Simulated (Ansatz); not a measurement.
**CdS: frozen-core PAW against all-electron methods**

```
Cd S
1.0
     4.01076    0.00000    0.00000
    -2.00538    3.47342    0.00000
     0.00000    0.00000    6.74900
Cd S
2 2
Direct
  0.33333 0.66667 0.00000
  0.66667 0.33333 0.50000
  0.33333 0.66667 0.38500
  0.66667 0.33333 0.88500
```

Atom numbers follow the list: Cd1, Cd2, S3, S4.

The conventional cell has a = 4.011 Å, b = 4.011 Å, c = 6.749 Å, α = 90.00°, β = 90.00°, γ = 120.00°. Around Cd (atom 1) lie 4 S at 2.44 to 2.60 Å. Around S (atom 3) lie 4 Cd at 2.44 to 2.60 Å.

The cell is COD entry 9008862, as deposited and not checked against the literature; nothing was relaxed. It differs from other determinations. The listed cell was then made from it by scaling, straining or moving an atom.

Levels of theory: DFT, PBE, PAW with Ansatz's default frozen-core files, scalar-relativistic (Ansatz 0.2.0); DFT, PBE, all-electron PAW with datasets made for the crystal, scalar-relativistic (Ansatz 0.2.0); DFT, PBE, all-electron LAPW, scalar-relativistic (Ansatz 0.2.0).

For PAW: a Γ-centred 7×7×4 k mesh, Fermi–Dirac smearing of 0.01 eV, cutoff 420 eV, no spin polarisation. The crystal-made all-electron datasets (AE datasets) take a cutoff of 260 eV at this cell. LAPW targets a basis error of 1 meV/atom. The Ansatz runs share mesh, smearing and spin set-up. Plane-wave (PAW) pressures include the program's estimate of the Pulay term.

Stress and pressure are positive in compression.

The change that made this cell: equal xx and yy strain of -3 %.

```tsv
quantity	PAW	AE datasets	LAPW
pressure (GPa)	7.39	7.43	7.44
stress xx (GPa)	9.64	9.68	9.68
stress zz (GPa)	2.91	2.95	2.95
force on Cd1, z (eV/Å)	0.571	0.573	0.573
force on S3, z (eV/Å)	-0.571	-0.573	-0.573
band gap (eV)	1.315	1.315	1.315
```

PAW's pressure differs from the LAPW value by -0.04 GPa.
